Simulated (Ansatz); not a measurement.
Crystal: Sn.

```
Sn
1.0
    -1.72654    1.77555    2.33834
     1.72654   -1.77555    2.33834
     1.72654    1.77555   -2.33834
Sn
1
Direct
  0.00000 0.00000 0.00000
```

This isn't the form of Sn at room conditions, which is tetragonal (white tin).

| Quantity | Value |
| --- | --- |
| Program | Ansatz 0.2.0 |
| Task | relaxation of cell and atoms |
| Functional | RPBE |
| Dispersion | D4 |
| Potentials or basis | Ansatz PAW |
| Cutoff | 420 eV (not typed: the program's choice for these potentials) |
| k mesh | 11 × 11 × 11 |
| Occupations | fermi-dirac, width 0.05 eV |
| Spin | no spin polarisation |

At the start: volume 28.67 Å³/atom.

Question: Where does the relaxation end?

Answer: It ends after 6 steps and the volume is 26.65 Å³/atom (-7.1 %); space group I4/mmm (No. 139, to 0.05 Å).

The path:
| step | energy change (eV) | largest force (eV/Å) | volume (Å³) |
| --- | --- | --- | --- |
| 1 | 0.0000 | 0.0000 | 28.67 |
| 2 | -0.0255 | 0.0000 | 26.57 |
| 3 | -0.0260 | 0.0000 | 26.63 |
| 4 | -0.0260 | 0.0000 | 26.65 |
| 5 | -0.0260 | 0.0000 | 26.65 |
| 6 | -0.0256 | 0.0000 | 26.65 |

Final structure:
```yaml
crystal:
  lattice:
    - [-1.69965, 1.69964, 2.30612]
    - [1.69965, -1.69964, 2.30612]
    - [1.69965, 1.69964, -2.30612]
  atoms:
    - { symbol: Sn, position: [0.00000, 0.00000, 0.00000] }
```

Caveat: the plane-wave basis is chosen anew once the cell has moved, so the energies of steps on either side of that aren't comparable; pairwise dispersion overbinds metals, which lowers pressure and volume; the PAW data sets come from PBE, with cores solved anew for the run's functional, which leaves a small shift of forces and pressure.
